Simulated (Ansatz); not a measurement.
# Ni: starts and ends of a spin-polarised SCF, part 2 of 2

Is Ni magnetic at this level, in which order, and do all starts find it? Single-point runs from several starts follow. System: Ni, the measured crystal structure (space group Fm-3m, primitive cell doubled); the cell holds 2 atoms. Source: COD entry 9013025.

Ansatz 0.2.0; DFT LDA, PAW, plane waves, scalar-relativistic. Earlier steps stand in the parts before.

## (6) Parallel moments scaled by 0.03, plain SCF

The COD cell was measured well above room temperature, so it is larger than a cold one.

The input, input.yaml:

```yaml
crystal:
  lattice:
    - [0.0, 1.769, 1.769]
    - [3.538, 0.0, 3.538]
    - [1.769, 1.769, 0.0]
  atoms:
    - { symbol: Ni, position: [0.0, 0.0, 0.0], spin: 0.06 }
    - { symbol: Ni, position: [0.0, 0.5, 0.0], spin: 0.06 }
magnetization:
  spin_polarized: true
hamiltonian:
  xc: lda
  pseudopotentials: { kind: paw }
basis:
  ecutwfc: 420
kpoints:
  mp_grid: { grid: [12, 6, 12] }
scf:
  occupations: { method: gaussian, width: 0.1 }
  lower_state_search: "off"
output:
  forces: true
  stress: true
```

Output:

```text
[... 8 lines as in an earlier run ...]
Bands: 23, of which v1, the nominal top of the filled ones, is band 18 counted from 1 (17 counted from 0)
[... 9 lines as in an earlier run ...]
Starting moments: Σ|m| = 0.12 μB on 2 of 2 sites
[... 2 lines as in an earlier run ...]
iter 1 solved again at ethr=8.52e-5 eV; its pass at ethr=3.10e-3 eV (dr2=3.07e-2 eV) is discarded
SCF iter   1: F=—  HF=-11546.543901 eV  |F-HF|=—  |Δ(HF+E_count)|=         —  Δρ=1.67e-2 (↑1.67e-2 ↓1.16e-2)  dr2=3.05e-2  dr2_m=1.35e-2  M=0.200 μB ∫|m|=0.205 μB  β_m=1.00  ethr=8.52e-5  ⟨swp⟩=1.1  Hψ=22397  notcnv=0
preconditioner: auto → none  [metal: Δε(μ)=0.018 eV  Ē_g=9.996 eV  σ=0.100 eV  W_gap=0.10  n_scr=8 (ndim 8)  ℏωp=35.3 eV  f_vac=0.000  D(μ)=7.10/eV (n_scr^D=140)  sad-step TF]
SCF iter   2: F=—  HF=-11546.544876 eV  |F-HF|=—  |Δ(HF+E_count)|=   9.75e-4  Δρ=1.48e-2 (↑1.48e-2 ↓7.75e-3)  dr2=2.78e-2  dr2_m=1.04e-2  M=0.284 μB ∫|m|=0.294 μB  β_m=1.00  ethr=8.48e-5  ⟨swp⟩=1.6  Hψ=4659  notcnv=0
SCF iter   3: F=—  HF=-11546.543488 eV  |F-HF|=—  |Δ(HF+E_count)|=   1.39e-3  Δρ=9.94e-3 (↑8.31e-3 ↓9.94e-3)  dr2=1.08e-3  dr2_m=1.59e-2  M=0.390 μB ∫|m|=0.405 μB  β_m=1.00  ethr=7.73e-5  ⟨swp⟩=2.0  Hψ=6976  notcnv=0
SCF iter   4: F=—  HF=-11546.541425 eV  |F-HF|=—  |Δ(HF+E_count)|=   2.06e-3  Δρ=1.20e-2 (↑1.20e-2 ↓1.01e-2)  dr2=1.01e-3  dr2_m=2.47e-2  M=0.522 μB ∫|m|=0.542 μB  β_m=1.00  ethr=2.99e-6  ⟨swp⟩=2.0  Hψ=8112  notcnv=0
[... 2 lines left out ...]
SCF iter   7: F=—  HF=-11546.545418 eV  |F-HF|=—  |Δ(HF+E_count)|=   4.77e-3  Δρ=8.74e-3 (↑8.74e-3 ↓8.73e-3)  dr2=6.84e-6  dr2_m=1.55e-2  M=0.889 μB ∫|m|=0.941 μB  β_m=1.00  ethr=3.03e-8  ⟨swp⟩=3.0  Hψ=9647  notcnv=0
SCF iter   8: F=—  HF=-11546.556420 eV  |F-HF|=—  |Δ(HF+E_count)|=   1.10e-2  Δρ=5.91e-3 (↑5.91e-3 ↓5.54e-3)  dr2=2.43e-5  dr2_m=6.65e-3  M=0.947 μB ∫|m|=1.011 μB  β_m=1.00  ethr=1.90e-8  ⟨swp⟩=3.1  Hψ=10264  notcnv=0
SCF iter   9: F=—  HF=-11546.570797 eV  |F-HF|=—  |Δ(HF+E_count)|=   1.44e-2  Δρ=4.06e-3 (↑3.78e-3 ↓4.06e-3)  dr2=1.30e-5  dr2_m=3.12e-3  M=0.984 μB ∫|m|=1.060 μB  β_m=0.30  ethr=1.90e-8  ⟨swp⟩=3.4  Hψ=11048  notcnv=0
Mixer restart at iter 9: flushing history
spin-set hold released at iteration 9 (site moments contracting): the magnetisation degrees of freedom join the quasi-Newton model from the next iteration; the mixer history was flushed
SCF iter  10: F=—  HF=-11546.589292 eV  |F-HF|=—  |Δ(HF+E_count)|=   1.85e-2  Δρ=5.64e-3 (↑5.54e-3 ↓5.64e-3)  dr2=4.64e-6  dr2_m=6.34e-3  M=1.010 μB ∫|m|=1.095 μB  β_m=0.42  ethr=1.90e-8  ⟨swp⟩=3.2  Hψ=10725  notcnv=0
SCF iter  11: F=—  HF=-11546.612674 eV  |F-HF|=—  |Δ(HF+E_count)|=   2.34e-2  Δρ=8.87e-3 (↑7.19e-3 ↓8.87e-3)  dr2=3.84e-4  dr2_m=1.31e-2  M=1.124 μB ∫|m|=1.235 μB  β_m=0.20  ethr=1.29e-8  ⟨swp⟩=3.0  Hψ=11843  notcnv=0
SCF iter  12: F=—  HF=-11546.617080 eV  |F-HF|=—  |Δ(HF+E_count)|=   4.41e-3  Δρ=9.27e-3 (↑9.27e-3 ↓3.16e-3)  dr2=4.76e-3  dr2_m=7.68e-3  M=1.191 μB ∫|m|=1.312 μB  β_m=0.19  ethr=1.29e-8  ⟨swp⟩=3.2  Hψ=12096  notcnv=0
SCF iter  13: F=—  HF=-11546.619090 eV  |F-HF|=—  |Δ(HF+E_count)|=   2.01e-3  Δρ=3.41e-3 (↑3.41e-3 ↓2.58e-3)  dr2=9.91e-5  dr2_m=1.81e-3  M=1.306 μB ∫|m|=1.441 μB  β_m=0.48  ethr=1.29e-8  ⟨swp⟩=2.7  Hψ=10493  notcnv=0
[... 3 lines left out ...]
SCF iter  17: F=—  HF=-11546.619577 eV  |F-HF|=—  |Δ(HF+E_count)|=   5.79e-6  Δρ=3.95e-5 (↑2.56e-5 ↓3.95e-5)  dr2=2.89e-8  dr2_m=2.02e-7  M=1.350 μB ∫|m|=1.491 μB  β_m=0.95  ethr=2.78e-10  ⟨swp⟩=3.0  Hψ=17149  notcnv=0
iter 18 did not close the SCF: its close was put off for a magnetic moment that had not settled (scf_convergence_deferred on its scf_iter line)
SCF iter  18: F=-11546.619577 eV  HF=-11546.619577 eV  |F-HF|=3.99e-9  |Δ(HF+E_count)|=   1.06e-7  Δρ=8.82e-6 (↑7.00e-6 ↓8.82e-6)  dr2=5.10e-10  dr2_m=1.22e-8  M=1.350 μB ∫|m|=1.491 μB  β_m=0.94  ethr=8.03e-11  ⟨swp⟩=3.2  Hψ=12483  notcnv=0
SCF iter  19: F=-11546.619577 eV  HF=-11546.619577 eV  |F-HF|=7.28e-12  |Δ(HF+E_count)|=   5.30e-9  Δρ=6.92e-7 (↑3.61e-7 ↓6.92e-7)  dr2=2.16e-11  dr2_m=4.78e-11  M=1.350 μB ∫|m|=1.491 μB  ethr=1.42e-12  ⟨swp⟩=1.0  Hψ=11602  notcnv=0
SCF 1 converged in 19 iterations: F = -11546.619577 eV  dr2 = 2.16e-11
SCF converged after 19 iterations
Magnetization: 1.3500 μB (18.6750 up, 17.3250 down)
Absolute magnetization: 1.4924 μB (∫|ρ↑−ρ↓|, with the PAW one-centre terms)
Spin contamination: 0.0105 ħ² per cell (⟨S²⟩ above its minimum at these occupations)
Per-site moments (μB) at R_I (Å): [(0.7058527578053445, 1.0319693141331772), (0.7058527578053445, 1.0319693141331772)]
Free energy (F): -11546.619577 eV
Harris-Foulkes:  -11546.619577 eV  (|F-HF|=7.28e-12)
Internal energy: -11546.599227 eV  (E = F + TS)
E sigma→0 (E₀):  -11546.609402 eV
Entropy (-TS):   -0.020349 eV (-10.175 meV/atom)
Fermi energy:    17.317988 eV
[... 25 lines left out: energy terms, forces, stress ...]
```

Run time: 5.9 s. Hardware: 2 threads of an Arm CPU, shared host; peak memory 0.33 GiB.

The run ends in the same state as step 2 (ferromagnetic); it took 19 iterations.

## (7) Moments ++ scaled by 0.4, plain SCF

Changes to input.yaml since step 6:

```diff
@@ -6,4 +6,4 @@
   atoms:
-    - { symbol: Ni, position: [0.0, 0.0, 0.0], spin: 0.06 }
-    - { symbol: Ni, position: [0.0, 0.5, 0.0], spin: 0.06 }
+    - { symbol: Ni, position: [0.0, 0.0, 0.0], spin: 0.8 }
+    - { symbol: Ni, position: [0.0, 0.5, 0.0], spin: 0.8 }
 magnetization:
```

Output:

```text
[... 18 lines as in an earlier run ...]
Starting moments: Σ|m| = 1.6 μB on 2 of 2 sites
[... 2 lines as in an earlier run ...]
iter 1 solved again at ethr=4.74e-5 eV; its pass at ethr=3.10e-3 eV (dr2=1.71e-2 eV) is discarded
SCF iter   1: F=—  HF=-11546.588856 eV  |F-HF|=—  |Δ(HF+E_count)|=         —  Δρ=1.52e-2 (↑1.11e-2 ↓1.52e-2)  dr2=1.70e-2  dr2_m=1.70e-2  M=1.359 μB ∫|m|=1.421 μB  β_m=0.30  ethr=4.74e-5  ⟨swp⟩=1.2  Hψ=22445  notcnv=0
preconditioner: auto → none  [metal: Δε(μ)=0.028 eV  Ē_g=9.959 eV  σ=0.100 eV  W_gap=0.15  n_scr=8 (ndim 8)  ℏωp=35.3 eV  f_vac=0.000  D(μ)=4.12/eV (n_scr^D=60)  sad-step TF]
SCF iter   2: F=—  HF=-11546.604108 eV  |F-HF|=—  |Δ(HF+E_count)|=   1.53e-2  Δρ=1.11e-2 (↑1.05e-2 ↓1.11e-2)  dr2=2.20e-2  dr2_m=9.32e-3  M=1.346 μB ∫|m|=1.425 μB  β_m=0.30  ethr=4.72e-5  ⟨swp⟩=1.8  Hψ=5771  notcnv=0
SCF iter   3: F=—  HF=-11546.609366 eV  |F-HF|=—  |Δ(HF+E_count)|=   5.26e-3  Δρ=9.07e-3 (↑7.55e-3 ↓9.07e-3)  dr2=7.88e-3  dr2_m=5.97e-3  M=1.347 μB ∫|m|=1.439 μB  β_m=0.30  ethr=4.72e-5  ⟨swp⟩=1.0  Hψ=4514  notcnv=0
SCF iter   4: F=—  HF=-11546.615023 eV  |F-HF|=—  |Δ(HF+E_count)|=   5.66e-3  Δρ=4.78e-3 (↑4.78e-3 ↓3.12e-3)  dr2=4.58e-4  dr2_m=3.08e-3  M=1.340 μB ∫|m|=1.443 μB  β_m=0.30  ethr=2.19e-5  ⟨swp⟩=2.0  Hψ=8994  notcnv=0
[... 6 lines left out ...]
SCF iter  11: F=—  HF=-11546.619457 eV  |F-HF|=—  |Δ(HF+E_count)|=   2.31e-5  Δρ=4.72e-4 (↑4.72e-4 ↓4.34e-4)  dr2=1.67e-5  dr2_m=1.41e-5  M=1.342 μB ∫|m|=1.480 μB  β_m=1.00  ethr=5.23e-7  ⟨swp⟩=2.0  Hψ=6113  notcnv=0
SCF iter  12: F=—  HF=-11546.619479 eV  |F-HF|=—  |Δ(HF+E_count)|=   2.12e-5  Δρ=2.12e-4 (↑1.28e-4 ↓2.12e-4)  dr2=7.26e-7  dr2_m=4.92e-6  M=1.343 μB ∫|m|=1.482 μB  β_m=1.00  ethr=4.63e-8  ⟨swp⟩=1.0  Hψ=4563  notcnv=0
SCF iter  13: F=—  HF=-11546.619510 eV  |F-HF|=—  |Δ(HF+E_count)|=   3.16e-5  Δρ=1.44e-4 (↑1.44e-4 ↓6.43e-5)  dr2=1.01e-6  dr2_m=2.02e-6  M=1.344 μB ∫|m|=1.484 μB  β_m=0.30  ethr=2.02e-9  ⟨swp⟩=2.0  Hψ=8159  notcnv=0
Mixer restart at iter 13: flushing history
spin-set hold released at iteration 13 (site moments contracting): the magnetisation degrees of freedom join the quasi-Newton model from the next iteration; the mixer history was flushed
SCF iter  14: F=—  HF=-11546.619540 eV  |F-HF|=—  |Δ(HF+E_count)|=   2.98e-5  Δρ=1.68e-4 (↑1.68e-4 ↓1.55e-4)  dr2=5.25e-8  dr2_m=5.27e-6  M=1.345 μB ∫|m|=1.485 μB  β_m=0.54  ethr=2.78e-10  ⟨swp⟩=2.9  Hψ=17353  notcnv=0
SCF iter  15: F=—  HF=-11546.619579 eV  |F-HF|=—  |Δ(HF+E_count)|=   3.86e-5  Δρ=3.43e-4 (↑3.43e-4 ↓5.36e-5)  dr2=1.72e-5  dr2_m=4.85e-6  M=1.348 μB ∫|m|=1.488 μB  β_m=0.61  ethr=1.46e-10  ⟨swp⟩=5.0  Hψ=17764  notcnv=0
SCF iter  16: F=—  HF=-11546.619581 eV  |F-HF|=—  |Δ(HF+E_count)|=   2.05e-6  Δρ=3.97e-4 (↑7.20e-5 ↓3.97e-4)  dr2=2.48e-5  dr2_m=6.07e-6  M=1.350 μB ∫|m|=1.490 μB  β_m=0.56  ethr=1.46e-10  ⟨swp⟩=3.1  Hψ=11769  notcnv=0
SCF iter  17: F=—  HF=-11546.619577 eV  |F-HF|=—  |Δ(HF+E_count)|=   3.36e-6  Δρ=1.45e-4 (↑2.72e-5 ↓1.45e-4)  dr2=3.34e-6  dr2_m=7.90e-7  M=1.350 μB ∫|m|=1.491 μB  β_m=0.78  ethr=1.46e-10  ⟨swp⟩=3.3  Hψ=10454  notcnv=0
iter 18 did not close the SCF: its close was put off for a magnetic moment that had not settled (scf_convergence_deferred on its scf_iter line)
SCF iter  18: F=-11546.619577 eV  HF=-11546.619577 eV  |F-HF|=9.27e-8  |Δ(HF+E_count)|=   5.18e-7  Δρ=2.49e-5 (↑4.69e-6 ↓2.49e-5)  dr2=9.85e-8  dr2_m=2.38e-8  M=1.350 μB ∫|m|=1.491 μB  β_m=0.89  ethr=1.46e-10  ⟨swp⟩=2.3  Hψ=17209  notcnv=0
SCF iter  19: F=-11546.619577 eV  HF=-11546.619577 eV  |F-HF|=5.33e-10  |Δ(HF+E_count)|=   1.52e-8  Δρ=2.02e-6 (↑3.14e-7 ↓2.02e-6)  dr2=5.74e-10  dr2_m=1.82e-10  M=1.350 μB ∫|m|=1.491 μB  ethr=1.46e-10  ⟨swp⟩=2.7  Hψ=14788  notcnv=0
SCF 1 converged in 19 iterations: F = -11546.619577 eV  dr2 = 5.74e-10
SCF converged after 19 iterations
Magnetization: 1.3500 μB (18.6750 up, 17.3250 down)
Absolute magnetization: 1.4924 μB (∫|ρ↑−ρ↓|, with the PAW one-centre terms)
Spin contamination: 0.0105 ħ² per cell (⟨S²⟩ above its minimum at these occupations)
Per-site moments (μB) at R_I (Å): [(0.705852591060862, 1.0319693141331772), (0.705852591060862, 1.0319693141331772)]
Free energy (F): -11546.619577 eV
Harris-Foulkes:  -11546.619577 eV  (|F-HF|=5.33e-10)
Internal energy: -11546.599227 eV  (E = F + TS)
E sigma→0 (E₀):  -11546.609402 eV
Entropy (-TS):   -0.020349 eV (-10.175 meV/atom)
Fermi energy:    17.318000 eV
[... 25 lines left out: energy terms, forces, stress ...]
```

Run time: 5.2 s. Hardware: 2 threads of an Arm CPU, shared host; peak memory 0.33 GiB.

This is the state of step 2 again (ferromagnetic), after 19 iterations.

## (8) A moment on one site alone, plain SCF

Changes to input.yaml since step 7:

```diff
@@ -6,4 +6,4 @@
   atoms:
-    - { symbol: Ni, position: [0.0, 0.0, 0.0], spin: 0.8 }
-    - { symbol: Ni, position: [0.0, 0.5, 0.0], spin: 0.8 }
+    - { symbol: Ni, position: [0.0, 0.0, 0.0] }
+    - { symbol: Ni, position: [0.0, 0.5, 0.0], spin: 2.0 }
 magnetization:
```

Output:

```text
[... 11 lines as in an earlier run ...]
Magnetic group: BNS 166.97 (UNI 1327), of the structure as read, at distance tolerance 2.8e-5 Å
[... 6 lines as in an earlier run ...]
Starting moments: Σ|m| = 2 μB on 1 of 2 sites
[... 2 lines as in an earlier run ...]
SCF iter   1: F=—  HF=-11546.420841 eV  |F-HF|=—  |Δ(HF+E_count)|=         —  Δρ=1.11e-1 (↑1.11e-1 ↓2.81e-2)  dr2=2.86e0  dr2_m=6.82e-1  M=1.434 μB ∫|m|=1.526 μB  β_m=0.30  ethr=3.10e-3  ⟨swp⟩=4.6  Hψ=16288  notcnv=0
preconditioner: auto → none  [metal: Δε(μ)=0.008 eV  Ē_g=10.048 eV  σ=0.100 eV  W_gap=0.04  n_scr=8 (ndim 8)  ℏωp=35.3 eV  f_vac=0.000  D(μ)=2.83/eV (n_scr^D=36)  sad-step TF]
SCF iter   2: F=—  HF=-11546.782708 eV  |F-HF|=—  |Δ(HF+E_count)|=   3.62e-1  Δρ=2.61e-1 (↑7.74e-2 ↓2.61e-1)  dr2=1.14e1  dr2_m=4.32e0  M=0.839 μB ∫|m|=0.948 μB  β_m=0.30  ethr=3.10e-3  ⟨swp⟩=2.8  Hψ=8549  notcnv=0  defer=85
SCF iter   3: F=—  HF=-11546.334921 eV  |F-HF|=—  |Δ(HF+E_count)|=   4.48e-1  Δρ=9.06e-2 (↑8.53e-2 ↓9.06e-2)  dr2=1.12e-2  dr2_m=1.56e0  M=1.337 μB ∫|m|=1.470 μB  β_m=0.30  ethr=3.10e-3  ⟨swp⟩=2.8  Hψ=7541  notcnv=0  defer=88
SCF iter   4: F=—  HF=-11546.441003 eV  |F-HF|=—  |Δ(HF+E_count)|=   1.06e-1  Δρ=8.76e-2 (↑6.49e-2 ↓8.76e-2)  dr2=1.14e-1  dr2_m=1.17e0  M=1.288 μB ∫|m|=1.425 μB  β_m=0.30  ethr=3.10e-5  ⟨swp⟩=2.3  Hψ=8124  notcnv=0  defer=86
SCF iter   5: F=—  HF=-11546.508061 eV  |F-HF|=—  |Δ(HF+E_count)|=   6.71e-2  Δρ=5.78e-2 (↑5.78e-2 ↓4.61e-2)  dr2=3.55e-2  dr2_m=5.45e-1  M=1.349 μB ∫|m|=1.484 μB  β_m=0.30  ethr=3.10e-5  ⟨swp⟩=2.3  Hψ=7621  notcnv=0  defer=82
Mixer restart at iter 5: flushing history
spin-set hold released at iteration 5 (the charge has settled, or the pull on large starting moments outlasts its swing): the magnetisation degrees of freedom join the quasi-Newton model from the next iteration; the mixer history was flushed
SCF iter   6: F=—  HF=-11546.627947 eV  |F-HF|=—  |Δ(HF+E_count)|=   1.20e-1  Δρ=1.24e-1 (↑3.13e-2 ↓1.24e-1)  dr2=2.53e0  dr2_m=1.06e0  M=1.137 μB ∫|m|=1.283 μB  β_m=0.65  ethr=3.10e-5  ⟨swp⟩=2.1  Hψ=8787  notcnv=0  defer=80  recentre
SCF iter   7: F=—  HF=-11546.935468 eV  |F-HF|=—  |Δ(HF+E_count)|=   3.08e-1  Δρ=1.86e-1 (↑4.73e-2 ↓1.86e-1)  dr2=9.56e0  dr2_m=1.43e0  M=0.991 μB ∫|m|=1.140 μB  β_m=0.82  ethr=3.10e-5  ⟨swp⟩=2.1  Hψ=8067  notcnv=0  defer=80
SCF iter   8: F=—  HF=-11546.663679 eV  |F-HF|=—  |Δ(HF+E_count)|=   2.72e-1  Δρ=8.60e-2 (↑2.04e-2 ↓8.60e-2)  dr2=7.75e-1  dr2_m=4.79e-1  M=1.319 μB ∫|m|=1.446 μB  β_m=0.64  ethr=3.10e-5  ⟨swp⟩=2.2  Hψ=10441  notcnv=0  defer=79
SCF iter   9: F=—  HF=-11546.640028 eV  |F-HF|=—  |Δ(HF+E_count)|=   2.37e-2  Δρ=7.14e-2 (↑9.14e-3 ↓7.14e-2)  dr2=9.25e-1  dr2_m=2.60e-1  M=1.334 μB ∫|m|=1.465 μB  β_m=0.82  ethr=3.10e-5  ⟨swp⟩=2.0  Hψ=9117  notcnv=0  defer=79
[... 7 lines left out ...]
SCF iter  17: F=—  HF=-11546.619577 eV  |F-HF|=—  |Δ(HF+E_count)|=   2.49e-6  Δρ=1.36e-4 (↑5.99e-5 ↓1.36e-4)  dr2=6.53e-6  dr2_m=4.56e-7  M=1.350 μB ∫|m|=1.491 μB  β_m=0.38  ethr=6.99e-8  ⟨swp⟩=1.0  Hψ=4432  notcnv=0  defer=76
SCF iter  18: F=—  HF=-11546.619577 eV  |F-HF|=—  |Δ(HF+E_count)|=   2.20e-7  Δρ=1.92e-5 (↑9.38e-6 ↓1.92e-5)  dr2=1.42e-7  dr2_m=7.73e-9  M=1.350 μB ∫|m|=1.491 μB  β_m=0.60  ethr=1.81e-8  ⟨swp⟩=1.0  Hψ=4432  notcnv=0  defer=76
SCF iter  19: F=-11546.619577 eV  HF=-11546.619577 eV  |F-HF|=8.00e-10  |Δ(HF+E_count)|=   6.98e-9  Δρ=1.86e-6 (↑1.86e-6 ↓1.27e-6)  dr2=8.27e-10  dr2_m=1.67e-10  M=1.350 μB ∫|m|=1.491 μB  ethr=2.78e-10  ⟨swp⟩=3.4  Hψ=12571  notcnv=0
SCF 1 converged in 19 iterations: F = -11546.619577 eV  dr2 = 8.27e-10
SCF converged after 19 iterations
Magnetization: 1.3501 μB (18.6750 up, 17.3250 down)
Absolute magnetization: 1.4924 μB (∫|ρ↑−ρ↓|, with the PAW one-centre terms)
Spin contamination: 0.0105 ħ² per cell (⟨S²⟩ above its minimum at these occupations)
Per-site moments (μB) at R_I (Å): [(0.7058509736730911, 1.0319693141331772), (0.7058637687963247, 1.0319693141331772)]
Free energy (F): -11546.619577 eV
Harris-Foulkes:  -11546.619577 eV  (|F-HF|=8.00e-10)
Internal energy: -11546.599228 eV  (E = F + TS)
E sigma→0 (E₀):  -11546.609402 eV
Entropy (-TS):   -0.020349 eV (-10.175 meV/atom)
Fermi energy:    17.317995 eV
[... 25 lines left out: energy terms, forces, stress ...]
```

It took 4.6 s on 2 threads of an Arm CPU, shared host; peak memory 0.34 GiB.

Nothing new: the 19 iterations lead to the state found in step 2 (ferromagnetic).

## (9) Comparing the starts

| step | iterations | state | moments of Ni1 Ni2 (μB) | total (μB) | gap (eV) | pressure (GPa) | above lowest (meV/atom) |
| --- | --- | --- | --- | --- | --- | --- | --- |
| 2 | 11 | 1 | 0.71 0.71 | 1.35 | none | -19.4 | 0.0 |
| 3 | 13 | 2 | 0.20 -0.20 | 0.00 | none | -20.8 | 37.9 |
| 4 | 6 | 3 | 0.00 0.00 | 0.00 | none | -20.9 | 38.4 |
| 5 | 9 | 1 | 0.71 0.71 | 1.35 | none | -19.4 | 0.0 |
| 6 | 19 | 1 | 0.71 0.71 | 1.35 | none | -19.4 | 0.0 |
| 7 | 19 | 1 | 0.71 0.71 | 1.35 | none | -19.4 | 0.0 |
| 8 | 19 | 1 | 0.71 0.71 | 1.35 | none | -19.4 | 0.0 |

States are numbered from the lowest. Starts by step: 2 parallel moments, plain SCF; 3 opposed moments +-, plain SCF; 4 no spin polarisation; 5 spin on, no moments given (the program may seed its own), plain SCF; 6 parallel moments scaled by 0.03, plain SCF; 7 moments ++ scaled by 0.4, plain SCF; 8 a moment on one site alone, plain SCF.

The 7 runs of this session took 27 s in all, from 1.2 s to 5.9 s each.

Decimal logarithm of the largest residual (eV) by iteration, counted through all cycles of a run:

| iteration | step 2 | step 3 | step 4 | step 5 | step 6 | step 7 | step 8 |
| --- | --- | --- | --- | --- | --- | --- | --- |
| 1 | 0.5 | 0.6 | -1.1 | 0.8 | -1.5 | -1.8 | 0.5 |
| 2 | 0.3 | 0.4 | -2.1 | -0.4 | -1.6 | -1.7 | 1.1 |
| 3 | 0.6 | 0.1 | -4.1 | -0.6 | -1.8 | -2.1 | 0.2 |
| 4 | -1.4 | -1.3 | -6.3 | -0.1 | -1.6 | -2.5 | 0.1 |
| 5 | -2.1 | -2.4 | -7.3 | -3.1 | -1.5 | -2.7 | -0.3 |
| 6 | -3.0 | -2.6 | -7.8 | -4.3 | -1.6 | -3.5 | 0.4 |
| 8 | -6.5 | -4.4 | - | -6.0 | -2.2 | -3.3 | -0.1 |
| 9 | -7.2 | -5.5 | - | -8.2 | -2.5 | -3.7 | 0.0 |
| 11 | -9.9 | -7.2 | - | - | -1.9 | -4.8 | -1.0 |
| 12 | - | -8.0 | - | - | -2.1 | -5.3 | -2.3 |
| 14 | - | - | - | - | -2.9 | -5.3 | -3.8 |
| 16 | - | - | - | - | -4.6 | -4.6 | -4.2 |
| 17 | - | - | - | - | -6.7 | -5.5 | -5.2 |
| 19 | - | - | - | - | -10.3 | -9.2 | -9.1 |

## (10) Outcome

The summary covers parts 1 to 2.

```
                      quantity                                                      value
               distinct states                                    3 from 7 converged runs
lowest state from plain starts                                              ferromagnetic
                   its moments                                      Ni1 0.71, Ni2 0.71 μB
                  total moment                                           1.35 μB per cell
             gap on the k-mesh                                                       none
                      pressure                                                  -19.4 GPa
                 largest force                                                 0.000 eV/Å
                    next state                    antiferromagnetic, 37.9 meV/atom higher
                 highest state  non-magnetic (no spin polarisation), 38.4 meV/atom higher
```

7 runs converged, to 3 different states. Switching spin polarisation off costs 38.4 meV/atom in free energy, smearing entropy included. The best antiferromagnetic state lies 37.9 meV/atom above the best ferromagnetic one. These are lowest states among those tried, not proven ground states.
